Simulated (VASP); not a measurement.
# Si (Fd-3m) in VASP: further runs, part 2 of 2

VASP 6.6.1. The steps go on from the part before.

## 6. Single point, PBE (grid = ENCUT=350 dk=0.9 cell=3x3x3 ISMEAR=0 SIGMA=0.05 LREAL=Auto EDIFF=1e-06)

INCAR

```
SYSTEM = Si
ALGO = Fast
EDIFF = 1E-6
ENCUT = 350
GGA = PE
ISIF = 2
ISMEAR = 0
LASPH = .True.
LCHARG = .False.
LREAL = Auto
LWAVE = .False.
NBANDS = 125
NELM = 120
PREC = Accurate
SIGMA = 0.05
```

KPOINTS

```
k-points
0
Gamma
  1 1 1
  0 0 0
```

POSCAR

```
Si
1.0
    0.0000000000      8.1655535595      8.1655535595
    8.1655535595      0.0000000000      8.1655535595
    8.1655535595      8.1655535595      0.0000000000
Si
54
Direct
    0.1666666667      0.1666666667      0.1666666667
    0.1666666667      0.1666666667      0.5000000000
    0.1666666667      0.1666666667      0.8333333333
    0.1666666667      0.5000000000      0.1666666667
    0.1666666667      0.5000000000      0.5000000000
    0.1666666667      0.5000000000      0.8333333333
    0.1666666667      0.8333333333      0.1666666667
    0.1666666667      0.8333333333      0.5000000000
    0.1666666667      0.8333333333      0.8333333333
    0.5000000000      0.1666666667      0.1666666667
    0.5000000000      0.1666666667      0.5000000000
    0.5000000000      0.1666666667      0.8333333333
    0.5000000000      0.5000000000      0.1666666667
    0.5000000000      0.5000000000      0.5000000000
    0.5000000000      0.5000000000      0.8333333333
    0.5000000000      0.8333333333      0.1666666667
    0.5000000000      0.8333333333      0.5000000000
    0.5000000000      0.8333333333      0.8333333333
    0.8333333333      0.1666666667      0.1666666667
    0.8333333333      0.1666666667      0.5000000000
    0.8333333333      0.1666666667      0.8333333333
    0.8333333333      0.5000000000      0.1666666667
    0.8333333333      0.5000000000      0.5000000000
    0.8333333333      0.5000000000      0.8333333333
    0.8333333333      0.8333333333      0.1666666667
    0.8333333333      0.8333333333      0.5000000000
    0.8333333333      0.8333333333      0.8333333333
    0.2500000000      0.2500000000      0.2500000000
    0.2500000000      0.2500000000      0.5833333333
    0.2500000000      0.2500000000      0.9166666667
    0.2500000000      0.5833333333      0.2500000000
    0.2500000000      0.5833333333      0.5833333333
    0.2500000000      0.5833333333      0.9166666667
    0.2500000000      0.9166666667      0.2500000000
    0.2500000000      0.9166666667      0.5833333333
    0.2500000000      0.9166666667      0.9166666667
    0.5833333333      0.2500000000      0.2500000000
    0.5833333333      0.2500000000      0.5833333333
    0.5833333333      0.2500000000      0.9166666667
    0.5833333333      0.5833333333      0.2500000000
    0.5833333333      0.5833333333      0.5833333333
    0.5833333333      0.5833333333      0.9166666667
    0.5833333333      0.9166666667      0.2500000000
    0.5833333333      0.9166666667      0.5833333333
    0.5833333333      0.9166666667      0.9166666667
    0.9166666667      0.2500000000      0.2500000000
    0.9166666667      0.2500000000      0.5833333333
    0.9166666667      0.2500000000      0.9166666667
    0.9166666667      0.5833333333      0.2500000000
    0.9166666667      0.5833333333      0.5833333333
    0.9166666667      0.5833333333      0.9166666667
    0.9166666667      0.9166666667      0.2500000000
    0.9166666667      0.9166666667      0.5833333333
    0.9166666667      0.9166666667      0.9166666667
```

Potentials or basis: VASP PAW PBE potentials, release 64 (Si).

On the command line:

```console
$ cat potpaw_PBE.64/Si/POTCAR > POTCAR
$ mpirun -np 1 vasp_std > vasp.out
```

OUTCAR:

```text
SYSTEM = Si
   EDIFF = 1E-6
   ENCUT = 350
   GGA = PE
   ISIF = 2
   ISMEAR = 0
   LASPH = .True.
   LREAL = Auto
   NELM = 120
   PREC = Accurate

 Found      1 irreducible k-points:

 Following reciprocal coordinates:
            Coordinates               Weight
  0.000000  0.000000  0.000000      1.000000
   k-points           NKPTS =      1   k-points in BZ     NKDIM =      1   number of bands    NBANDS=    125
   number of dos      NEDOS =    301   number of ions     NIONS =     54
   total plane-waves  NPLWV = 343000
   dimension x,y,z NGX =    70 NGY =   70 NGZ =   70
   dimension x,y,z NGXF=   140 NGYF=  140 NGZF=  140
   ions per type =              54
[... 200 lines left out ...]
  Total       21.5011577     21.5011577     21.5011577     -0.0000000     -0.0000000     -0.0000000
  in kB       31.6362891     31.6362891     31.6362891     -0.0000000     -0.0000000     -0.0000000
  external PRESSURE =      31.6362891 kB  Pullay stress =       0.0000000 kB

 VOLUME and BASIS-vectors are now :
 -----------------------------------------------------------------------------
  energy-cutoff  :      350.00
  volume of cell :     1088.90
      direct lattice vectors                 reciprocal lattice vectors
     0.000000000  8.165553559  8.165553559    -0.061232836  0.061232836  0.061232836
     8.165553559  0.000000000  8.165553559     0.061232836 -0.061232836  0.061232836
     8.165553559  8.165553559  0.000000000     0.061232836  0.061232836 -0.061232836

 POSITION                                       TOTAL-FORCE (eV/Angst)
 -----------------------------------------------------------------------------------
      2.72185      2.72185      2.72185        -0.000000      0.000000     -0.000000
      5.44370      5.44370      2.72185        -0.000000      0.000000     -0.000000
      8.16555      8.16555      2.72185        -0.000000     -0.000000     -0.000000
      5.44370      2.72185      5.44370         0.000000     -0.000000     -0.000000
      8.16555      5.44370      5.44370        -0.000000      0.000000     -0.000000
     10.88740      8.16555      5.44370        -0.000000      0.000000     -0.000000
[... 46 lines left out ...]
     12.24833     12.24833     14.97018        -0.000000     -0.000000     -0.000000
     14.97018     14.97018     14.97018         0.000000      0.000000     -0.000000
 -----------------------------------------------------------------------------------
    total drift:                                0.000001      0.000001      0.000001

  FREE ENERGIE OF THE ION-ELECTRON SYSTEM (eV)
  ---------------------------------------------------
  free  energy   TOTEN  =      -276.2699129519 eV

  energy  without entropy=     -276.2699129519  energy(sigma->0) =     -276.26991295
```

stdout:

```text
POSCAR found type information on POSCAR Si
 POSCAR found :  1 types and      54 ions
 scaLAPACK will be used
 LDA part: xc-table for (Slater+PW92), standard interpolation
 POSCAR, INCAR and KPOINTS ok, starting setup
 FFT: planning ... GRIDC
 FFT: planning ... GRID_SOFT
 FFT: planning ... GRID
 WAVECAR not read
 entering main loop
```

Wall time 80 s (1 thread of Intel Xeon 6975P-C (Granite Rapids), shared host); peak memory 0.69 GiB.

These settings aren't checked as converged: the numbers below hold their error.

Results:

```
Free energy            : -276.2699 eV
Pressure               : 3.2 GPa
Band gap on the k mesh : 0.70 eV
```

Caveat: the k mesh is coarse (spacing up to 0.67 Å⁻¹), so the values aren't converged; an odd mesh through Γ misses points on the zone boundary, where band edges often lie.

## 7. The reference run

An earlier run on the cell as given: functional PBE; potentials or basis VASP PAW PBE potentials, release 64 (Si); cutoff 520 eV; k mesh 8 × 8 × 8; occupations fermi-dirac, width 0.05 eV; no spin polarisation.

* Pressure: 1.3 GPa
* Band gap on the k mesh: 0.63 eV, indirect (least direct gap 2.56 eV)

## 8. Overview

```tsv
task	level	potentials or basis	cell	k mesh	cutoff (eV)	smearing	grid for exact exchange (PRECFOCK)	exchange at q = 0	mesh quality	gap on the mesh (eV)	pressure (GPa)
relaxation of cell and atoms	B3LYP	VASP PAW PBE potentials, release 64 (Si)	relaxed	4 × 4 × 4	600	fermi-dirac 0.05 eV	Normal	truncated	coarse	2.06	0.0
single point	PBE	VASP PAW PBE potentials, release 64 (Si)	as given	3 × 3 × 3	520	gaussian 0.03 eV	-	-	coarse	0.70	3.2
single point	PBE	VASP PAW PBE potentials, release 64 (Si_GW)	as given	4 × 4 × 4	450	gaussian 0.02 eV	-	-	coarse	0.71	1.9
single point	PBE	VASP PAW PBE potentials, release 64 (Si)	as given	8 × 8 × 8	520	fermi-dirac 0.05 eV	-	-	not flagged	0.63	1.3
```

Alike in all rows: no spin polarisation.

Caveats: some runs use coarse meshes; the PAW data sets were made with another functional, which shifts forces and pressure a little (some runs); an odd mesh through Γ misses points on the zone boundary, where band edges often lie (some runs).

Total energies depend on the potentials used, so only differences within one code and one set of settings carry meaning.
